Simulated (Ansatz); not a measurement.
# Transmission past a defect: (4,1) C nanotube, B and B in place of neighbours C and C

Wanted: the relaxed defect and the transmission past it, beside the channels of the perfect wire.

Calculated with Ansatz 0.2.0; DFT PBE, plane waves, PAW; relaxation of a wire's period, in the first sound run; inputs show where later runs differ.

Report form: the programs' logs are mostly left out.

### 1. Starting point

The cell holds 28 atoms: 28 C. Its edges and angles: a = 10.388 Å, b = 10.378 Å, c = 6.507 Å, α = 90.0°, β = 90.0°, γ = 90.0°. Vacuum lies along a and b. The structure's axis is c.

### 2. The relaxed wire

Band widths follow the bond lengths, so the wire is relaxed first. The atoms and the third cell vector are free; the box across stays fixed as vacuum. A Fermi-Dirac smearing is set since the result may be a metal. The pressure printed is a third of the stress's trace over the whole box, vacuum included; only the stress along the axis is relaxed.

input.yaml reads:

```yaml
crystal:
  lattice:
    - [10.388, 0.0, 0.0]
    - [0.0, 10.378, 0.0]
    - [0.0, 0.0, 6.5072574868]
  atoms:
    - { symbol: C, position: [0.41364168, 0.64967209, 0.0] }
    - { symbol: C, position: [0.672664525, 0.499981081, 0.0] }
    - { symbol: C, position: [0.334972504, 0.449033153, 0.071428571] }
    - { symbol: C, position: [0.538407965, 0.668495702, 0.071428571] }
    - { symbol: C, position: [0.344401615, 0.574977143, 0.142857143] }
    - { symbol: C, position: [0.512887162, 0.327616111, 0.142857143] }
    - { symbol: C, position: [0.392317227, 0.364842847, 0.214285714] }
    - { symbol: C, position: [0.670735811, 0.47421938, 0.214285714] }
[... 16 atom lines left out ...]
    - { symbol: C, position: [0.344401615, 0.424985019, 0.857142857] }
    - { symbol: C, position: [0.642659107, 0.402612173, 0.857142857] }
    - { symbol: C, position: [0.538407965, 0.33146646, 0.928571429] }
    - { symbol: C, position: [0.626567416, 0.617547775, 0.928571429] }
kpoints:
  mp_grid: { grid: [1, 1, 13] }
scf:
  occupations: { method: fermi_dirac, width: 0.05 }
hamiltonian:
  xc: pbe
relax:
  cell: { fix: [a, b, alpha, beta, gamma] }
  max_steps: 60
```

Command:

```console
$ ansatz run input.yaml --threads 4 --pin off --max-ram 16384MiB --backend cpu --events-out ev --progress --plain --runs-dir out
```

It took 67 s on 4 threads of Arm Neoverse V1, shared host; peak memory 1.4 GiB; 4.4 min of CPU time.

Relaxation path:

| step | energy less that of the first step (eV) | largest force component (eV/Å) | pressure (GPa) | volume (Å³) |
| --- | --- | --- | --- | --- |
| 1 | 0.0000 | 1.5694 | 6.93 | 701.53 |
| 2 | -1.6599 | 0.8832 | 2.43 | 700.34 |
| 3 | -1.9793 | 0.3197 | 0.26 | 700.77 |
| 4 | -2.0014 | 0.0601 | 0.04 | 700.99 |
| 5 | -2.0023 | 0.0023 | -0.01 | 700.83 |
| 6* | -2.0014 | 0.0023 | -0.01 | 700.83 |

Relaxation steps marked * repeat the geometry before them on a plane-wave basis chosen anew for their cell, so energy and pressure can jump there.

Forces are held to the 2 operations that the run works with; a distortion that breaks them can't arise in this run.

| cell as run | before | after | change |
| --- | --- | --- | --- |
| c (Å) | 6.507 | 6.501 | -0.1 % |

The atoms that moved most (Å, along periodic axes as changes of fractional coordinates times the final cell, across vacuum about the mean position):

| atom | dx | dy | dz | length |
| --- | --- | --- | --- | --- |
| C9 | 0.033 | 0.083 | -0.008 | 0.090 |
| C24 | -0.033 | -0.083 | -0.008 | 0.090 |
| C17 | -0.020 | -0.087 | 0.008 | 0.090 |
| C4 | 0.020 | 0.087 | 0.008 | 0.090 |
| C12 | 0.081 | 0.039 | 0.008 | 0.090 |
| C25 | -0.081 | -0.039 | 0.008 | 0.090 |
| C23 | -0.056 | 0.070 | 0.008 | 0.090 |
| C10 | 0.056 | -0.070 | 0.008 | 0.090 |

This step gave:

```yaml
energy_at_zero_smearing: -7009.8310 eV
cell_length_along_the_wire: 6.501 Å
```

The cell's length comes to 6.501 Å with spin left out.

### 3. Bands of the perfect wire

This step: DFT PBE, plane waves, PAW; channels and complex bands of a perfect wire (Ansatz 0.2.0).

At the relaxed period the Bloch states of the perfect wire are found at each energy: those that move forward count the open channels, and those that decay describe how a disturbance dies away inside the wire itself. An energy step of 0.035 eV is under the 0.039 eV that the program asks for its thermal average at 300 K.

input.yaml reads:

```yaml
crystal:
  lattice:
    - [10.388, 0.0, 0.0]
    - [0.0, 10.378, 0.0]
    - [0.0, 0.0, 6.5008324045]
  atoms:
    - { symbol: C, position: [0.40933954, 0.657144128, 0.99876104] }
    - { symbol: C, position: [0.681276657, 0.499981485, 0.001232433] }
    - { symbol: C, position: [0.326738777, 0.446494002, 0.070193176] }
    - { symbol: C, position: [0.540329085, 0.67690504, 0.072662976] }
    - { symbol: C, position: [0.336642385, 0.578721075, 0.144095224] }
    - { symbol: C, position: [0.513524561, 0.319014888, 0.14162391] }
    - { symbol: C, position: [0.386946275, 0.358100108, 0.215527682] }
    - { symbol: C, position: [0.679248835, 0.47292257, 0.21305298] }
[... 16 atom lines left out ...]
    - { symbol: C, position: [0.336642002, 0.421232983, 0.858381523] }
    - { symbol: C, position: [0.649768256, 0.397740464, 0.85590148] }
    - { symbol: C, position: [0.540330926, 0.323060488, 0.929804984] }
    - { symbol: C, position: [0.632889066, 0.623406707, 0.927328617] }
kpoints:
  mp_grid: { grid: [1, 1, 13] }
scf:
  occupations: { method: fermi_dirac, width: 0.05 }
hamiltonian:
  xc: pbe
output:
  transmission:
    e_range: [-1.26, 1.26]
    de: 0.035
    kmesh: [1, 1]
    reduced_basis: true
    leads: [[0, 0]]
basis:
  ecutwfc: "350 eV"
```

Run time: 15 min. Hardware: 4 threads; peak memory 7.9 GiB; 52 min of CPU time.

This step gave:

```yaml
energy_at_zero_smearing: -7009.0945 eV
channels_at_the_energy_nearest_the_fermi_level_one_spin: 4
conductance_of_the_lead_as_this_run_defines_it: 4.000 G₀
band_gap: 0 eV
```

Table of open channels of the lead, one spin by energy, zero at the Fermi level:

energy (eV), open channels of the lead, one spin and a bar from the least value:
```
    -1.26       2.00 
    -1.19       2.00 
    -1.08       2.00 
    -1.01       2.00 
    -0.91       2.00 
    -0.84       2.00 
    -0.73       2.00 
    -0.67       2.00 
    -0.56       2.00 
    -0.49       4.00 ##############################
    -0.39       4.00 ##############################
    -0.32       4.00 ##############################
    -0.21       4.00 ##############################
    -0.14       4.00 ##############################
    -0.04       4.00 ##############################
     0.00       4.00 ##############################
     0.04       4.00 ##############################
     0.14       4.00 ##############################
     0.21       4.00 ##############################
     0.32       4.00 ##############################
     0.39       4.00 ##############################
     0.49       2.00 
     0.56       2.00 
     0.67       2.00 
     0.73       2.00 
     0.84       2.00 
     0.91       2.00 
     1.01       4.00 ##############################
     1.08       4.00 ##############################
     1.19       4.00 ##############################
     1.26       4.00 ##############################
```

The slowest values at each energy, most degenerate partners merged, listed up to 1.5 1/Å. Im kz of the slowest decaying states against energy, zero at the Fermi level:

| energy (eV) | decay 1 (Å⁻¹) | decay 2 (Å⁻¹) | decay 3 (Å⁻¹) | decay 4 (Å⁻¹) |
| --- | --- | --- | --- | --- |
| -1.190 | 0.0812 | 0.159 | 0.333 | 0.423 |
| -1.015 | 0.0872 | 0.241 | 0.349 | 0.430 |
| -0.805 | 0.0805 | 0.298 | 0.365 | 0.439 |
| -0.595 | 0.0523 | 0.336 | 0.380 | 0.446 |
| -0.385 | 0.361 | 0.392 | 0.453 | 0.492 |
| -0.210 | 0.376 | 0.401 | 0.457 | 0.493 |
| 0.000 | 0.387 | 0.411 | 0.463 | 0.495 |
| 0.210 | 0.392 | 0.420 | 0.467 | 0.496 |
| 0.385 | 0.393 | 0.426 | 0.470 | 0.496 |
| 0.595 | 0.0608 | 0.390 | 0.432 | 0.473 |
| 0.805 | 0.0634 | 0.383 | 0.437 | 0.476 |
| 1.015 | 0.372 | 0.440 | 0.478 | 0.495 |
| 1.190 | 0.360 | 0.442 | 0.479 | 0.494 |

By hand: the program gives 2.8748 × 10^14 S/m² over the cell's cross-section of 107.81 Å² = 1.078 × 10^-18 m², so one cell conducts 3.099 × 10^-4 S. Divided by G0 = 2e²/h = 7.748 × 10^-5 S this is 4.00 G0, a resistance of 3.23 kΩ.

At the computed energy nearest the Fermi level there are 4 channels a spin, and the thermal average gives 4.00 G₀.

### 4. Relaxing the junction

This step: DFT PBE, plane waves, PAW; relaxation of a junction in a wire, ends held (Ansatz 0.2.0).

System of this step: (4,1) C nanotube, B and B in place of neighbours C and C. The cell holds 112 atoms: 110 C and 2 B. Cell: a = 10.388 Å, b = 10.378 Å, c = 26.003 Å, α = 90.0°, β = 90.0°, γ = 90.0°. Regions: held atoms, 56 atoms (56 C); free atoms, 56 atoms (54 C and 2 B). Vacuum lies along a and b. The structure's axis is c.

56 atoms at the defect are free to relax, while 56 stay where the perfect wire has them, so that the ends still repeat as a lead. The cutoff is set under the files' recommended one to save time.

input.yaml reads:

```yaml
crystal:
  lattice:
    - [10.388, 0.0, 0.0]
    - [0.0, 10.378, 0.0]
    - [0.0, 0.0, 26.003329618]
  atoms:
    - { symbol: C, position: [0.40933954, 0.657144128, 0.99969026] }
    - { symbol: C, position: [0.681276657, 0.499981485, 0.000308108] }
    - { symbol: C, position: [0.326738777, 0.446494002, 0.017548294] }
    - { symbol: C, position: [0.540329085, 0.67690504, 0.018165744] }
    - { symbol: C, position: [0.336642385, 0.578721075, 0.036023806] }
    - { symbol: C, position: [0.513524561, 0.319014888, 0.035405977] }
    - { symbol: C, position: [0.386946275, 0.358100108, 0.053881921] }
    - { symbol: C, position: [0.679248835, 0.47292257, 0.053263245] }
    - { symbol: C, position: [0.566235136, 0.668904861, 0.071119234] }
    - { symbol: C, position: [0.6130245, 0.358102658, 0.071739259] }
    - { symbol: C, position: [0.350197, 0.602221698, 0.08897537] }
    - { symbol: C, position: [0.663323254, 0.578729179, 0.089595381] }
    - { symbol: C, position: [0.36707619, 0.376555455, 0.106832154] }
    - { symbol: C, position: [0.459634331, 0.676901674, 0.107451246] }
    - { symbol: C, position: [0.318688599, 0.499980677, 0.125308108] }
    - { symbol: C, position: [0.590625716, 0.342818034, 0.12469026] }
    - { symbol: C, position: [0.459636172, 0.323057122, 0.143165744] }
    - { symbol: C, position: [0.67322648, 0.553468159, 0.142548294] }
    - { symbol: C, position: [0.486440695, 0.680947274, 0.160405977] }
    - { symbol: C, position: [0.663322871, 0.421241087, 0.161023806] }
    - { symbol: C, position: [0.320716421, 0.527039592, 0.178263245] }
    - { symbol: C, position: [0.613018981, 0.641862054, 0.178881921] }
    - { symbol: C, position: [0.386940756, 0.641859504, 0.196739259] }
    - { symbol: C, position: [0.433730121, 0.331057301, 0.196119234] }
    - { symbol: C, position: [0.336642002, 0.421232983, 0.214595381] }
    - { symbol: C, position: [0.649768256, 0.397740464, 0.21397537] }
    - { symbol: C, position: [0.540330926, 0.323060488, 0.232451246] }
    - { symbol: C, position: [0.632889066, 0.623406707, 0.231832154] }
    - { symbol: C, position: [0.40933954, 0.657144128, 0.24969026] }
    - { symbol: C, position: [0.681276657, 0.499981485, 0.250308108] }
[... 76 atom lines left out ...]
    - { symbol: C, position: [0.386940756, 0.641859504, 0.946739259] }
    - { symbol: C, position: [0.433730121, 0.331057301, 0.946119234] }
    - { symbol: C, position: [0.336642002, 0.421232983, 0.964595381] }
    - { symbol: C, position: [0.649768256, 0.397740464, 0.96397537] }
    - { symbol: C, position: [0.540330926, 0.323060488, 0.982451246] }
    - { symbol: C, position: [0.632889066, 0.623406707, 0.981832154] }
magnetization:
  spin_polarized: true
kpoints:
  mp_grid: { grid: [1, 1, 1] }
scf:
  occupations: { method: fermi_dirac, width: 0.1 }
hamiltonian:
  xc: pbe
relax:
  constraints:
    - { sites: [0, 1, 2, 3, 4, 5, 6, 7, 8, 9, 10, 11, 12, 13, 14, 15, 16, 17, 18, 19, 20, 21, 22, 23, 24, 25, 26, 27, 84, 85, 86, 87, 88, 89, 90, 91, 92, 93, 94, 95, 96, 97, 98, 99, 100, 101, 102, 103, 104, 105, 106, 107, 108, 109, 110, 111] }
  f_tol: 0.06
  max_steps: 35
basis:
  ecutwfc: "350 eV"
```

Wall time 3 min (4 threads); peak memory 3.7 GiB.

Step by step:

| step | energy less that of the first step (eV) | largest force component (eV/Å) |
| --- | --- | --- |
| 1 | 0.0000 | 5.5896 |
| 2 | -1.2918 | 1.8633 |
| 3 | -1.5740 | 0.3939 |
| 4 | -1.4962 | 1.4298 |
| 5 | -1.6028 | 0.0861 |
| 6 | -1.6034 | 0.0493 |

Relaxation step 4 was tried and not accepted.

The atoms that moved most (Å):

| atom | dx | dy | dz | length |
| --- | --- | --- | --- | --- |
| B47 | 0.027 | 0.285 | 0.120 | 0.311 |
| B42 | -0.077 | 0.264 | -0.085 | 0.288 |
| C50 | 0.095 | 0.145 | 0.076 | 0.189 |
| C51 | -0.001 | 0.115 | 0.116 | 0.163 |
| C39 | -0.103 | 0.118 | -0.047 | 0.163 |
| C49 | 0.099 | 0.116 | 0.043 | 0.159 |
| C43 | 0.088 | 0.130 | -0.004 | 0.157 |
| C46 | -0.100 | 0.086 | 0.035 | 0.136 |

Numbers from this step:

```
energy at zero smearing : -27845.6253 eV
```

The largest force component on a free atom ends at 0.049 eV/Å, under the limit of 0.06. The first B ends nearest to C at 1.53 Å, C at 1.55 Å and B at 1.63 Å.

(Part 1 of 3 ends here.)

[Logs are printed without paths, hosts, clocks, repeated set-up lines and the standing remarks that a program may print on its own settings, such as how far it seeks lower states.]

[Hosts, paths, dates, database ids (printed as entryN), source tags and the programs' standing remarks are cut or masked in the printed files.]
